### Why do two MgS structures rank so high when their bonds look normal?

I am comparing relaxed crystal structures of magnesium sulfide and use the space group number to name each row.

Crystal structures of MgS computed with Ansatz 0.2.0: scalar-relativistic DFT with the PBE functional, PAW and a plane-wave cutoff of 420 eV, without spin polarisation or a dispersion correction. Cell and atoms were both relaxed, keeping the symmetry of the starting structure.

| space group number | found from | atoms in cell | volume per atom (Å³) | closest atoms (Å) | energy over the lowest form listed (meV/atom) |
| --- | --- | --- | --- | --- | --- |
| 225 | database cell | 2 | 17.88 | 2.610 | 0 |
| 186 | database cell | 4 | 23.10 | 2.470 | 5 |
| 216 | database cell | 2 | 23.12 | 2.470 | 14 |
| 136 | decorated net | 8 | 24.12 | 2.450 | 29 |
| 187 | swapped species | 2 | 18.66 | 2.660 | 249 |
| 65 | swapped species | 2 | 24.46 | 2.480 | 362 |
| 221 | swapped species | 2 | 17.58 | 2.840 | 621 |
| 191 | random sites | 2 | 83.71 | 2.230 | 1050 |

I expected the number of Mg–S neighbours to settle the ranking. Rows 225 and 187 both have six neighbours around each atom, and rows 216 and 65 both have four, at almost the same distance. Yet one member of each pair is low and the other is very high. What is different about rows 187 and 65?

### Answer

The same bonds can hold ions of like charge well apart or push them together. Counting neighbours misses this, and so does measuring the shortest bond. Row 187 lies 249 meV/atom above row 225, and row 65 lies 348 meV/atom above row 216. In both high rows the nearest like ions are closer together than in the low partner. The likely main cause is extra electrostatic repulsion, summed over all the ions beyond the bonds.

The neighbour count does explain part of the ranking. Rocksalt (225) and the three tetrahedral forms (186, 216 and 136) all lie within 29 meV/atom, while two neighbours (191) or eight (221) cost far more. With two neighbours an ion gets too little attraction. With eight, the neighbours crowd each other and the bonds become about nine per cent longer than in rocksalt. The better arrangement of charges makes up for only about one per cent.

**Six neighbours: octahedron or prism**

Rows 225 and 187 can both be built from flat triangular layers, magnesium and sulfur in turn. Each ion sits over a hollow of the next layer, with three opposite ions above it and three below. In rocksalt the two triangles are turned against each other and form an octahedron. In row 187 they lie straight above each other and form a prism.

The turn leaves the contact between neighbouring layers as it was, but it moves the next layer of the same element. In rocksalt that layer also offers a hollow; in the prism form a like ion stands directly overhead. After relaxation the nearest like ions are 3.305 Å apart in row 187, against 3.698 Å in row 225.

A point-ion model gives the size of this effect. Seen from outside, a layer of ions looks like a uniform sheet of charge with a ripple on top, and the ripple dies off exponentially with distance. Moving a like ion from above a hollow to above an ion costs, per atom,

$$
\Delta E \approx \frac{9\,k q^2}{a}\,e^{-2Gh},\qquad G=\frac{4\pi}{\sqrt3\,a}.
$$

Here $a$ is the distance between neighbours within a layer, $2h$ the spacing of like layers, $q=2$ the ionic charge and $k=14.4$ eV Å the Coulomb constant. The part of the ripple that reaches farthest consists of six waves, which add up to $-3$ over a hollow and $+6$ over an ion; hence the factor 9.

Take rocksalt and turn its octahedra into prisms without changing any bond length. With $a=3.698$ Å and $2h/a=0.8165$, the exponent is $5.92$ and

$$
\Delta E \approx \frac{9\times14.4\times4}{3.698}\,e^{-5.92}\approx 0.38\ \text{eV/atom}.
$$

The layer after that raises the result slightly, to 0.39 eV/atom. Because every Mg–S bond is kept, the short-range repulsion along the bonds cancels in this comparison.

The real structure can lower this cost by moving the like layers apart, and the relaxed cell has done so: with relaxed edges of 3.305 and 3.611 Å, the ratio $2h/a$ is 0.92 in row 187. In that shape the same model gives only 0.19 eV/atom, but this leaves out the strain of stretching the crystal. The ion picture therefore puts the total between 0.19 and 0.39 eV/atom, and the density-functional result of 0.25 eV/atom falls inside. No constant was adjusted to the energies, so this is a fair test of size. It does not measure the separate contributions: overlap between the stacked sulfide ions would add to the cost, and an effective charge below two would lower it.

**Four neighbours: tetrahedron or flat square**

Row 65 consists of flat sheets in which each ion has four opposite neighbours at the corners of what is almost a square. Its bonds are only 0.01 Å longer than those of zincblende (216), so bond length cannot account for the difference. A tetrahedron spreads the neighbours through space, whereas a square confines them to a plane. The nearest like ions are then 3.48 Å apart instead of 4.03 Å. But each ion has only four like neighbours at about that distance, where zincblende has twelve in its nearest shell, so only a sum over all ions can show the net cost.

At equal bond length, point ions in a flat square sheet lie 0.26 eV/atom above those in zincblende. That is about three quarters of the computed difference. The remainder may come from bonding that favours tetrahedral directions, or from overlap between the electron clouds of neighbouring sulfide ions; I can only guess at the shares. The calculation also has no dispersion correction, which adds uncertainty for sheets about 4 Å apart.

**How far the ion picture can be trusted**

It works best when the two structures have the same number of bonds at the same length. When the bonds change, so does the short-range repulsion, and attraction alone is a poor guide. It would put zincblende 0.13 eV/atom above rocksalt, where the table has 0.014. It would also place rows 221 and 191 level, at about 1.35 eV/atom, although their computed energies are 0.62 and 1.05 eV/atom.

The order of the lowest forms needs similar care. Rocksalt is the known stable form of MgS, but its lead of 5 meV/atom over wurtzite (186) is smaller than the error one should allow for the functional. The missing dispersion correction could also shift such small differences between dense rocksalt and the more open tetrahedral forms. Nor were magnetic states tried, so a lower one is not strictly excluded for any row, though closed-shell ions give little reason to expect it. The two breaks are far larger than that. Rows 187 and 65 may still not be true minima, because each relaxation kept the symmetry of its starting structure. A flat sheet, for example, was not free to buckle. Both rows were made by putting magnesium and sulfur into the structure types of other compounds, so they are best read as test cases, not as known forms of MgS.

**Using this for another ionic solid**

First compare the number and length of the bonds between opposite ions. If they match, set both structures to the same bond length and compare their point-ion energies: the one with the stronger net attraction is likely to be lower. A short distance between like ions is a warning, not a verdict. Row 136 has rings of four atoms that bring some like ions about as near as in row 65, or nearer, yet it lies close to zincblende; no ion has more than one like neighbour that close. Small differences do not decide the order either: wurtzite lies slightly below zincblende although its nearest like ions are slightly closer. The cost of poor stacking grows with the square of the ionic charge and falls quickly as like layers move apart. A screen based only on neighbour count and shortest bond would have passed row 65 as a near equal of zincblende.

The printed analysis below compares the bond lengths with a bond-valence rule anchored at rocksalt and lists the point-ion estimates. For row 187 it uses the edges of the starting cell, which are 0.002 Å longer than the relaxed ones. The printed like-ion difference of -0.391 Å therefore holds for the starting cell; the relaxed cell gives -0.393 Å. The layer ratio of 0.92 and the twist cost of 0.19 eV/atom are the same for both cells at the precision quoted here.

The analysis program printed:

```
Bond length against the bond-valence rule (angstrom):
  row  neighbours  computed   rule  computed less rule
  225           6      2.61   2.61                   0
  186           4      2.47   2.46             0.01002
  216           4      2.47   2.46             0.01002
  136           4      2.45   2.46           -0.009978
  187           6      2.66   2.61                0.05
   65           4      2.48   2.46             0.02002
  221           8      2.84  2.716              0.1236
  191           2      2.23  2.204             0.02649
Spread of the three tetrahedral forms (meV/atom): 24
Prismatic 187 over octahedral 225 (meV/atom): 249
Flat 65 over zincblende 216 (meV/atom): 348
Nearest like ions, 187 less 225 (angstrom): -0.391
Nearest like ions, 65 less 216 (angstrom): -0.549
Like-layer spacing over in-layer distance in 225: 0.8165
Like-layer spacing over in-layer distance in 187: 0.9153
Point-ion twist cost in the shape of 225 (eV/atom): 0.3944
Point-ion twist cost in the stretched shape of 187 (eV/atom): 0.1942
Point-ion cost of flat squares at the zincblende bond length (eV/atom): 0.2638
Point-ion attraction lost from 225 to 216 (eV/atom): 0.1254
Point-ion attraction lost from 225 to 221 (eV/atom): 1.354
Point-ion attraction lost from 225 to 191 (eV/atom): 1.344
```
